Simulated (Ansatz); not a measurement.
# Ir (211): surface energy and levels, part 2 of 3

This session takes Ir and sets out to relax the bulk, then cut the (211) surface, relax it and get its surface energy and levels.

Ansatz 0.2.0; DFT PBEsol, scalar-relativistic, plane waves, PAW. Earlier steps stand in the parts before.

**6. Single point on the unrelaxed (211) slab**

The cell repeats along c, and a dipole correction in the vacuum removes the field between the copies.

input.yaml reads:

```yaml
crystal:
  lattice:
    - [2.708380993, 0.0, 0.0]
    - [0.0, 6.6341514618, 0.0]
    - [0.0, 0.0, 24.3821069722]
  atoms:
    - { symbol: Ir, position: [0.5, 0.6666666667, 0.3076026206] }
    - { symbol: Ir, position: [0.0, 0.3333333333, 0.3396688505] }
    - { symbol: Ir, position: [0.5, 0.0, 0.3717350804] }
    - { symbol: Ir, position: [0.0, 0.6666666667, 0.4038013103] }
    - { symbol: Ir, position: [0.5, 0.3333333333, 0.4358675402] }
    - { symbol: Ir, position: [0.0, 0.0, 0.4679337701] }
    - { symbol: Ir, position: [0.5, 0.6666666667, 0.5] }
    - { symbol: Ir, position: [0.0, 0.3333333333, 0.5320662299] }
    - { symbol: Ir, position: [0.5, 0.0, 0.5641324598] }
    - { symbol: Ir, position: [0.0, 0.6666666667, 0.5961986897] }
    - { symbol: Ir, position: [0.5, 0.3333333333, 0.6282649196] }
    - { symbol: Ir, position: [0.0, 0.0, 0.6603311495] }
    - { symbol: Ir, position: [0.5, 0.6666666667, 0.6923973794] }
basis:
  ecutwfc: 420
kpoints:
  mp_grid: { grid: [13, 5, 1] }
hamiltonian:
  xc: pbesol
scf:
  occupations: { method: gaussian, width: 0.1 }
output:
  forces: true
  eigenvalues: true
efield:
  axis: 3
  dipole_correction: true
  ramp_width: 0.04
```

Started as:

```console
$ ansatz run input.yaml --threads 8 --pin off --max-ram 15360MiB --backend cpu --events-out ev --progress --plain --runs-dir out
```

Standard output:

```text
Warning: RAYON_NUM_THREADS=8 ignored (pool sized by the plan → 8); use --threads N
Engine: ansatz 0.2.0, aarch64-unknown-linux-gnu
Pseudopotentials: kind: paw
Pseudopotential: Ir, paw, valence charge 17, recommended cutoff 420 eV (normal), Ir.paw.azcp
Functional definition: PBEsol
  exchange = pbesol_x
  correlation = pbesol_c
Crystal: 13 atoms, lattice volume = 438.093 Å³
Basis set: ecut = 420 eV, 8623 PW (Γ), exchange–correlation on 40×90×360 points (8 copies of the dense FFT grid, shifted against one another)
Bands: 133, of which v1, the nominal top of the filled ones, is band 111 counted from 1 (110 counted from 0)
Symmetry: 2 space group operations
k-points: 21 of 65 (time reversal used)
Non-local potential: Ir, projectors of the file, l = 0: 3, l = 1: 2, l = 2: 2, l = 3: 1
PAW form: soft (Blöchl's): semilocal exchange-correlation on the pseudo side does not see the compensation charge
PAW frozen core: Ir, regenerated for the run's functional, and the local potential with it (the file was generated under x = pbe(κ = 0.804, μ = 0.2195149727645171), c = pbe(β = 0.06672455060314922))
PAW one-centre angular grid: Ir, 590 points (default); XC on 64 Gauss nodes
Initial density: superposition of atomic densities (neutral atoms: chi_scale 0, normalization atom), corrected by the library's trained network
Initial wavefunctions: pseudopotential atomic-orbital guess
Functional: x = pbesol(κ = 0.804, μ = 0.12345679012345678), c = pbesol(β = 0.046)
SCF iter   1: F=—  HF=-153380.102673 eV  |F-HF|=—  |Δ(HF+E_count)|=         —  Δρ=1.06e-2  dr2=4.24e0  ethr=1.77e-3  p=-0.000 e·Å  D=-2.50e-12 V/Å  ΔV_dip=0.00 eV  dr2_dipole=3.81e-7  V_vac-E_F(+/−)=5.05/5.05 eV  ⟨swp⟩=7.1  Hψ=11332  notcnv=0  defer=45
efield: sawtooth ramp at fractional position 0.9800 (placed from the atoms, in the widest stretch of the axis that holds none; the zero of the levels goes with the place), width 0.0400; the density the first Hamiltonian is built on has a dipole p = -0.000 e·Å; the dipole correction subtracts the counter field D = -2.50e-12 V/Å, which shifts the + side's vacuum level by +0.00 eV against the − side's; the planar-averaged density in the ramp window peaks in size at 1.2e-5 e/Å³
preconditioner: auto → LDOS  [metal: Δε(μ)=0.007 eV  Ē_g=6.197 eV  σ=0.100 eV  W_gap=0.04  n_scr=84 (ndim 8)  ℏωp=19.2 eV  f_vac=0.517  D(μ)=15.52/eV (n_scr^D=108)  β→1.0]
SCF iter   2: F=—  HF=-153380.011551 eV  |F-HF|=—  |Δ(HF+E_count)|=   9.11e-2  Δρ=3.78e-3  dr2=5.78e-2  ethr=1.77e-3  p=-0.000 e·Å  D=-2.21e-5 V/Å  ΔV_dip=0.00 eV  dr2_dipole=5.47e-7  V_vac-E_F(+/−)=5.33/5.33 eV  ⟨swp⟩=1.2  Hψ=3218  notcnv=0  defer=110
SCF iter   3: F=—  HF=-153380.000417 eV  |F-HF|=—  |Δ(HF+E_count)|=   1.11e-2  Δρ=1.56e-3  dr2=1.76e-2  ethr=2.62e-5  p=0.000 e·Å  D=5.18e-6 V/Å  ΔV_dip=-0.00 eV  dr2_dipole=1.48e-7  V_vac-E_F(+/−)=5.36/5.36 eV  ⟨swp⟩=3.4  Hψ=6356  notcnv=0  defer=230
SCF iter   4: F=—  HF=-153379.997581 eV  |F-HF|=—  |Δ(HF+E_count)|=   2.84e-3  Δρ=3.73e-4  dr2=2.30e-3  ethr=7.99e-6  p=-0.000 e·Å  D=-2.07e-6 V/Å  ΔV_dip=0.00 eV  dr2_dipole=2.33e-11  V_vac-E_F(+/−)=5.38/5.38 eV  ⟨swp⟩=2.0  Hψ=3779  notcnv=0  defer=230
SCF iter   5: F=—  HF=-153379.997449 eV  |F-HF|=—  |Δ(HF+E_count)|=   1.33e-4  Δρ=1.48e-4  dr2=3.22e-4  ethr=1.04e-6  p=-0.000 e·Å  D=-2.70e-7 V/Å  ΔV_dip=0.00 eV  dr2_dipole=3.03e-11  V_vac-E_F(+/−)=5.39/5.39 eV  ⟨swp⟩=2.7  Hψ=4619  notcnv=0  defer=230
SCF iter   6: F=—  HF=-153379.997409 eV  |F-HF|=—  |Δ(HF+E_count)|=   3.99e-5  Δρ=4.79e-5  dr2=1.66e-5  ethr=1.46e-7  p=-0.000 e·Å  D=-4.71e-7 V/Å  ΔV_dip=0.00 eV  dr2_dipole=1.33e-11  V_vac-E_F(+/−)=5.39/5.39 eV  ⟨swp⟩=2.5  Hψ=4276  notcnv=0  defer=230
SCF iter   7: F=—  HF=-153379.997740 eV  |F-HF|=—  |Δ(HF+E_count)|=   3.32e-4  Δρ=1.73e-5  dr2=2.49e-6  ethr=7.51e-9  p=-0.000 e·Å  D=-3.96e-7 V/Å  ΔV_dip=0.00 eV  dr2_dipole=3.59e-11  V_vac-E_F(+/−)=5.40/5.40 eV  ⟨swp⟩=2.1  Hψ=4227  notcnv=0  defer=179
SCF iter   8: F=—  HF=-153379.997743 eV  |F-HF|=—  |Δ(HF+E_count)|=   2.27e-6  Δρ=5.88e-6  dr2=3.33e-7  ethr=1.13e-9  p=-0.000 e·Å  D=-2.03e-7 V/Å  ΔV_dip=0.00 eV  dr2_dipole=1.18e-13  V_vac-E_F(+/−)=5.40/5.40 eV  ⟨swp⟩=2.7  Hψ=4057  notcnv=0  defer=161
SCF iter   9: F=-153379.997743 eV  HF=-153379.997743 eV  |F-HF|=3.46e-8  |Δ(HF+E_count)|=   1.47e-7  Δρ=2.96e-6  dr2=7.63e-8  ethr=4.52e-11  p=-0.000 e·Å  D=-9.91e-8 V/Å  ΔV_dip=0.00 eV  dr2_dipole=7.31e-12  V_vac-E_F(+/−)=5.40/5.40 eV  ⟨swp⟩=16.0  Hψ=13275  notcnv=0
SCF 1 converged in 9 iterations: F = -153379.997743 eV  dr2 = 7.63e-8
SCF converged after 9 iterations
Free energy (F): -153379.997743 eV
Harris-Foulkes:  -153379.997743 eV  (|F-HF|=3.46e-8)
Internal energy: -153379.916610 eV  (E = F + TS)
E sigma→0 (E₀):  -153379.957177 eV
Entropy (-TS):   -0.081132 eV (-6.241 meV/atom)
Fermi energy:    7.583242 eV
Dipole field:    D = -0.000003 V/Å  (p = -0.000006 e·Å, saw-weighted, corrected)
Work function:   Φ+ = 5.3974 eV   Φ− = 5.3973 eV
Levels:          The Fermi level and band energies are counted from a zero that moves with the ramp; work functions are not
--- Per-component energies (eV) ---
  E_band       = -5025.351719
  E_kinetic    = 8081.198503
  E_local      = -352916.454660  (includes V_loc(G=0)·N_el)
  E_nonlocal   = 990.666235
  E_hartree    = 172872.986168
  E_xc         = -3450.765193
  E_vxc        = -3877.699222  (∫ρ·V_xc dr)
  E_paw        = -118153.472112  (= ΣΔE_a)
  E_vpaw       = -3049.050535  (= ΣTr[D̂ρ^β])
  E_aug_tail   = 0.000683  (compensation charges beyond the density's cutoff)
  E_efield     = 0.000000  (sawtooth field / dipole correction)
  E_vefield    = 0.000000  (∫n·V_field dr)
  E_ewald      = 139192.475064
  E_core_change = 3.448702  (= ΣΔE_core)
  E_smearing   = -0.081132  (= −TS)
  E_closure    = 0.000000  (closes the sum)
  Σ components = -153379.997743   (vs F -153379.997743, Δ=0.00e0)
--- Forces (eV/Å), atoms counted from 1 ---
  atom   1  Ir     0.00000000    -0.58967247     1.46322202
  atom   2  Ir     0.00000000     0.43124785     0.46184488
  atom   3  Ir     0.00000000     0.28554641    -0.55522630
  atom   4  Ir     0.00000000     0.22317407    -0.72260765
  atom   5  Ir     0.00000000    -0.30282922     0.00462178
  atom   6  Ir     0.00000000    -0.20036393     0.03769664
  atom   7  Ir     0.00000000     0.00000010     0.00000073
  atom   8  Ir     0.00000000     0.20036442    -0.03769697
  atom   9  Ir     0.00000000     0.30282862    -0.00462189
  atom  10  Ir     0.00000000    -0.22317441     0.72260662
  atom  11  Ir     0.00000000    -0.28554641     0.55522710
  atom  12  Ir     0.00000000    -0.43124694    -0.46184458
  atom  13  Ir     0.00000000     0.58967184    -1.46322155
  max |Σ_I F_I| component: 8.29e-7 eV/Å
--- Band table (eV; the first three rows and the last of 21) ---
  k-point 0: bands = ["-85.3496", "-85.3260", "-85.2915", "-85.2529", "-85.2447", "-85.2268", "-85.2250", "-84.9185", "-84.9185", "-84.7747", "-84.7747", "-84.3146", "-84.3146", "-42.4805", "-42.4374", "-42.4223", "-42.3578", "-42.3367", "-42.2712", "-42.1708", "-42.1347", "-42.0812", "-42.0437", "-42.0369", "-42.0326", "-41.9528", "-41.9471", "-41.9452", "-41.9140", "-41.9120", "-41.8686", "-41.8672", "-41.8355", "-41.8154", "-41.8035", "-41.7892", "-41.6631", "-41.6581", "-41.5556", "-41.5535", "-41.5532", "-41.5428", "-41.4619", "-41.4619", "-41.4053", "-41.4050", "-41.1295", "-41.1288", "-41.0520", "-41.0515", "-40.9954", "-40.9954", "-3.1192", "-1.8019", "-0.4499", "-0.2303", "-0.2088", "-0.1114", "0.3214", "0.4575", "0.5567", "0.7679", "0.9989", "1.2064", "1.3687", "1.4218", "1.7775", "2.6144", "2.8146", "2.8175", "3.1073", "3.2191", "3.2366", "3.3551", "3.5562", "3.5586", "3.7424", "3.7661", "3.8287", "3.8882", "3.9129", "3.9211", "4.0817", "4.2523", "4.2645", "4.3203", "4.4039", "4.4068", "4.5165", "4.5632", "4.5787", "4.7658", "4.8541", "5.0216", "5.1385", "5.3203", "5.6472", "5.7541", "5.9380", "5.9946", "6.1833", "6.2770", "6.3575", "6.4781", "6.5189", "6.7663", "6.8140", "6.8668", "6.9981", "7.0139", "7.2103", "7.3032", "7.4985", "7.8605", "7.9778", "8.1443", "8.3172", "8.3236", "8.4827", "8.4912", "8.5122", "8.5325", "8.5326", "8.6259", "8.9384", "9.0614", "9.6060", "9.7784", "10.2136", "10.4926", "11.1347", "12.0098", "12.1354"]
  k-point 1: bands = ["-85.3478", "-85.3281", "-85.2916", "-85.2521", "-85.2456", "-85.2265", "-85.2249", "-84.9185", "-84.9185", "-84.7747", "-84.7747", "-84.3146", "-84.3146", "-42.4882", "-42.4653", "-42.4310", "-42.3769", "-42.3011", "-42.2388", "-42.1655", "-42.1123", "-42.1016", "-42.0694", "-42.0368", "-41.9894", "-41.9697", "-41.9588", "-41.9296", "-41.9244", "-41.8950", "-41.8700", "-41.8690", "-41.8324", "-41.8159", "-41.8047", "-41.8022", "-41.6618", "-41.6545", "-41.5586", "-41.5537", "-41.5530", "-41.5488", "-41.4633", "-41.4611", "-41.4053", "-41.4050", "-41.1313", "-41.1308", "-41.0520", "-41.0515", "-40.9954", "-40.9954", "-2.9255", "-1.6461", "-0.7381", "-0.4267", "-0.1186", "-0.0522", "0.1756", "0.3654", "0.5500", "0.6941", "0.9300", "1.0715", "1.3641", "1.5408", "1.7227", "2.2955", "2.6335", "2.7504", "3.0123", "3.2758", "3.3336", "3.4318", "3.5206", "3.6415", "3.8180", "3.8349", "3.9647", "3.9748", "3.9989", "4.0413", "4.0687", "4.1063", "4.1452", "4.4050", "4.4654", "4.5200", "4.5612", "4.5923", "4.7849", "4.9291", "4.9531", "5.1533", "5.3604", "5.4727", "5.6317", "5.7578", "5.8052", "6.0452", "6.1866", "6.2599", "6.4227", "6.5020", "6.5470", "6.7468", "6.9033", "6.9596", "7.0928", "7.0966", "7.2895", "7.3028", "7.6211", "7.7514", "7.7540", "7.9518", "7.9595", "8.0747", "8.1472", "8.3022", "8.4207", "8.4499", "8.5962", "8.6525", "8.8695", "8.9746", "9.5419", "9.7780", "10.3400", "10.7430", "11.4523", "12.1079", "12.8413"]
  k-point 2: bands = ["-85.3437", "-85.3327", "-85.2917", "-85.2505", "-85.2474", "-85.2259", "-85.2246", "-84.9185", "-84.9185", "-84.7747", "-84.7747", "-84.3146", "-84.3146", "-42.5268", "-42.4808", "-42.4167", "-42.3645", "-42.3263", "-42.1955", "-42.1636", "-42.1204", "-42.0867", "-42.0254", "-42.0174", "-42.0043", "-41.9890", "-41.9552", "-41.9189", "-41.9073", "-41.8964", "-41.8963", "-41.8650", "-41.8312", "-41.8276", "-41.8202", "-41.8072", "-41.6474", "-41.6437", "-41.5693", "-41.5628", "-41.5539", "-41.5527", "-41.4640", "-41.4607", "-41.4052", "-41.4050", "-41.1341", "-41.1339", "-41.0520", "-41.0515", "-40.9953", "-40.9953", "-2.3734", "-1.5657", "-1.1934", "-0.5806", "-0.3568", "-0.0980", "0.0551", "0.2404", "0.5158", "0.8016", "0.9488", "1.0505", "1.2939", "1.5021", "1.5882", "1.9143", "2.3528", "2.7928", "3.0670", "3.1555", "3.3417", "3.4907", "3.5409", "3.6536", "3.7867", "3.8523", "3.9890", "4.0288", "4.1928", "4.2366", "4.2774", "4.3290", "4.3783", "4.4421", "4.5415", "4.5749", "4.7315", "4.8535", "4.9472", "4.9677", "5.0967", "5.1940", "5.4562", "5.4685", "5.7320", "5.7572", "5.8604", "6.1070", "6.1815", "6.2483", "6.2533", "6.3644", "6.7299", "6.7531", "6.9256", "6.9725", "6.9865", "7.0555", "7.3459", "7.4835", "7.5862", "7.6505", "7.6724", "7.7302", "7.7740", "8.1229", "8.2559", "8.2622", "8.3575", "8.5336", "8.6522", "8.6605", "8.7009", "8.7306", "8.8291", "9.2525", "10.5585", "11.0276", "12.6255", "12.9561", "13.2574"]
  k-point 20: bands = ["-85.3147", "-85.3035", "-85.2725", "-85.2231", "-85.2218", "-85.2110", "-85.2110", "-84.8961", "-84.8961", "-84.7533", "-84.7533", "-84.2927", "-84.2927", "-42.5280", "-42.5091", "-42.4324", "-42.4229", "-42.4012", "-42.3809", "-42.3476", "-42.2927", "-42.2080", "-42.1778", "-42.1393", "-42.1220", "-42.0947", "-42.0883", "-42.0658", "-42.0405", "-42.0202", "-42.0082", "-41.9900", "-41.9543", "-41.9375", "-41.9015", "-41.8798", "-41.8497", "-41.8418", "-41.7338", "-41.7328", "-41.6346", "-41.6335", "-41.5750", "-41.5703", "-41.4463", "-41.4457", "-41.3664", "-41.3659", "-41.1074", "-41.1073", "-41.0370", "-41.0369", "-0.1837", "-0.1296", "0.3899", "0.5016", "0.6695", "0.7201", "0.8753", "0.9368", "0.9697", "1.0503", "1.2858", "1.3592", "1.4771", "1.5947", "1.7506", "2.0689", "2.2859", "2.3944", "2.4464", "2.5027", "2.7752", "3.0747", "3.3534", "3.4111", "3.5730", "3.5904", "3.6580", "3.7995", "3.8841", "4.0043", "4.0255", "4.4016", "4.4332", "4.6953", "4.7434", "5.0539", "5.1312", "5.1996", "5.6955", "5.8384", "5.8835", "5.9525", "6.4009", "6.4381", "6.5756", "6.6466", "6.8400", "6.9885", "7.2276", "7.3267", "7.4303", "7.4896", "7.5740", "7.6172", "7.8472", "7.9689", "8.0440", "8.2332", "8.4057", "8.4915", "8.5748", "8.6701", "8.8217", "8.8412", "8.8855", "9.0413", "9.3100", "9.7946", "9.9387", "10.1377", "10.2950", "11.2680", "11.4555", "11.8103", "12.0272", "12.9230", "13.1234", "13.7877", "13.8297", "14.7068", "14.9349"]
```

Run time: 22 s. Hardware: 8 threads of Arm Neoverse V1, shared host; peak memory 2.6 GiB.

From the log: work function 5.40 eV.

Plane-averaged electrostatic potential energy of an electron across the slab, counted from the Fermi level:

z (Å), V (eV) and a bar:
```
     1.63       5.40 ##############################
     2.17       5.40 ##############################
     2.44       5.40 ##############################
     2.98       5.40 ##############################
     3.25       5.40 ##############################
     3.79       5.40 ##############################
     4.33       5.39 ##############################
     4.61       5.39 ##############################
     5.15       5.35 ##############################
     5.42       5.29 ##############################
     5.96       4.92 #############################
     6.50       3.24 ###########################
     6.77       0.57 ######################
     7.31      -6.81 ###########
     7.59     -10.06 ######
     8.13     -12.56 ##
     8.40     -12.84 #
     8.94     -13.17 #
     9.48     -13.64 
     9.75     -13.33 #
    10.29     -13.73 
    10.57     -13.40 #
    11.11     -13.75 
    11.65     -13.67 
    11.92     -13.72 
    12.46     -13.72 
    12.73     -13.67 
    13.27     -13.75 
    13.82     -13.40 #
    14.09     -13.73 
    14.63     -13.33 #
    14.90     -13.64 
    15.44     -13.17 #
    15.98     -12.84 #
    16.25     -12.56 ##
    16.80     -10.06 ######
    17.07      -6.81 ###########
    17.61       0.57 ######################
    17.88       3.24 ###########################
    18.42       4.92 #############################
    18.96       5.29 ##############################
    19.23       5.35 ##############################
    19.78       5.39 ##############################
    20.05       5.39 ##############################
    20.59       5.40 ##############################
    21.13       5.40 ##############################
    21.40       5.40 ##############################
    21.94       5.40 ##############################
    22.21       5.40 ##############################
    22.76       5.40 ##############################
```

[end of part 2 of 3]
